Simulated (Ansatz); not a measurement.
GaP: the gap against volume

GaP, R-3m, a = 3.842 Å, c = 19.118 Å. This isn't the usual stable structure of the compound. Ansatz: r2SCAN, PAW, 500 eV, Γ-centred 9×9×9 mesh on 4 atoms, Gaussian smearing 0.02 eV; no spin polarisation. Shape and atoms are relaxed at each volume; x = ln(V/V0) with V0 = 20.361 Å³/atom. The gap is read at the mesh points alone.

| x | gap y (eV) |
| --- | --- |
| -0.0619 | ? |
| -0.0305 | 1.069 |
| 0.0000 | 1.110 |
| 0.0296 | 1.144 |
| 0.0583 | 1.170 |

Question: Fit a straight line to the other rows, give the volume deformation potential of the gap and its pressure coefficient, and predict the missing gap. B0 = 80.3 GPa.

Answer: Means x = 0.01435, y = 1.1233; Σ(Δx)² = 0.004382, ΣΔxΔy = 0.004994; the slope is their ratio. y = 1.107 + 1.140 x. The slope is the deformation potential a = dE_g/d ln V = 1.14 eV, and dE_g/dP = −a/B0 = -14.2 meV/GPa. With a term in x² added, the coefficient of x becomes 1.242, 9 % more, which shows how far this figure hangs on the form. At x = -0.0619 the fit asked for gives 1.036 eV. The run gave 1.018 eV, so the fit is 0.018 eV too high, 12 % of the span of the series, against an rms of 0.003 eV on the fitted rows. The row lies outside the fitted range. With a term in x² added, a fit to the same known rows predicts 1.019 eV, so most of the miss is curvature that the known rows already hold.

An odd mesh misses points on the zone edge, so a gap read on it can be too wide. Semilocal functionals give gaps under the measured ones; changes of the gap mostly carry over better.